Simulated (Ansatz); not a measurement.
The calculation used Ansatz 0.2.0, DFT PBE, scalar-relativistic, plane waves, PAW. Settings: cutoff 420 eV, Γ-centred meshes spaced at most about 0.3 Å⁻¹ (2π included), Gaussian smearing. No spin polarisation in the final relaxations.

All energies are static (0 K, no zero-point motion).

Compare these two cells of BN, each relaxed at this level.

1.

Space group P1 (No. 1). a = 2.543 Å, b = 3.591 Å, c = 3.881 Å, α = 113.73°, β = 98.69°, γ = 104.63°
```json
{"atom": "B", "site": "1a", "symmetry": "1", "x": "0.2284", "y": "0.5327", "z": "0.5772"}
{"atom": "B", "site": "1a", "symmetry": "1", "x": "0.0281", "y": "0.2863", "z": "0.0699"}
{"atom": "N", "site": "1a", "symmetry": "1", "x": "0.8403", "y": "0.7694", "z": "0.8118"}
{"atom": "N", "site": "1a", "symmetry": "1", "x": "0.5414", "y": "0.4115", "z": "0.9029"}
```

2.

Space group P4_132 (No. 213). a = 4.166 Å, b = 4.166 Å, c = 4.166 Å, α = 90.00°, β = 90.00°, γ = 90.00°
```csv
atom,site,symmetry,x,y,z
B,4b,.32,0.8750,0.8750,0.8750
N,4a,.32,0.3750,0.3750,0.3750
```

Task: Which would you expect to be lower, and how large is the difference?

Result: Cell 2 is lower, by 0.61 eV/atom. Cell 1 has space group P1 (No. 1), 7.5 Å³/atom and a gap of 1.61 eV on its mesh; cell 2 has space group P4_132 (No. 213), 9.0 Å³/atom and a gap of 1.27 eV. Cell 1 holds B–B pairs (shortest 1.73 Å) and N–N pairs (shortest 1.52 Å); in cell 2 the shortest B–B distance is 2.55 Å and the shortest N–N distance is 2.55 Å. The lower one is the more open, so pressure narrows the difference. In cell 1, around B on its first site lie 1 N at 1.50 Å, 2 N at 1.61–1.65 Å and 1 B at 1.73 Å; B on its second site is surrounded by 3 N at 1.56–1.61 Å and 1 B at 1.73 Å; N on its first site is surrounded by 1 B at 1.50 Å, 1 N at 1.52 Å and 2 B at 1.61 Å; 1 more site not described. In cell 2, around B lie 3 N at 1.47 Å; N has 3 B at 1.47 Å. Both come from invented guesses. A third cell relaxed alike, in P6_3mc, lies 0.64 eV/atom below the lower of the two. The part of the Crystallography Open Database at hand lists BN in space groups No. 164, 186, 187, 191, 194 and others; sharing a group (P6_3mc) doesn't make a cell the listed structure.

Kohn–Sham gaps at this level usually fall short of measured ones. Cells relaxed within their symmetry can be saddle points.
